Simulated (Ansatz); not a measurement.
**Ga: single point with r2SCAN0**

Ga:

```xyz
2
Lattice="2.7784 0.0000 0.0000 0.0000 3.2816 0.0000 -1.3434 0.0000 3.9903" Properties=species:S:1:pos:R:3 pbc="T T T"
Ga   -0.6607    2.4612    3.0732
Ga    2.0957    0.8204    0.9171
```

This isn't the form of Ga at room conditions, which is orthorhombic.

* Program: Ansatz 0.2.0
* Task: single point
* Functional: r2SCAN0
* Potentials or basis: Ansatz PAW
* Cutoff: 500 eV (not typed: the program's choice for these potentials)
* k mesh: 5 × 4 × 4
* Occupations: fermi-dirac, width 0.05 eV
* Spin: no spin polarisation

The pressure is -0.4 GPa and the largest force is 0.059 eV/Å. The band gap on the k mesh is none (metal or under the smearing width).

Forces on the atoms (eV/Å):
```
Ga   0.021  0.000  0.055
Ga  -0.021  0.000 -0.055
```

Stress tensor (GPa, compression positive):
```
 0.04  0.00 -0.50
 0.00  3.38  0.00
-0.50  0.00 -4.72
```

Levels at points of the mesh, in eV from the Fermi level:
```tsv
k point	band 9	band 10	band 11	band 12	band 13	band 14	band 15	band 16	band 17
(0.00, 0.00, 0.00)	-18.55	-18.41	-13.72	-2.93	-1.60	2.45	6.58	10.85	12.03
(0.00, 0.00, -0.50)	-18.51	-18.46	-11.40	-10.35	4.93	6.15	7.41	7.69	8.64
(0.00, -0.50, 0.00)	-18.47	-18.47	-9.60	-9.60	2.23	2.23	3.61	3.61	13.47
(0.00, -0.50, -0.50)	-18.55	-18.55	-7.43	-7.43	-5.60	-5.60	12.53	12.53	14.09
```

Run time: 47 s on 2 threads of Arm Neoverse N1 (shared host), peak memory 0.96 GiB.

Caveat: the k mesh is coarse (spacing up to 0.48 Å⁻¹), so the values aren't converged, least of all with exact exchange; the PAW data sets come from PBE, with cores solved anew for the run's functional, which leaves a small shift of forces and pressure; the thresholds are loose for stress.
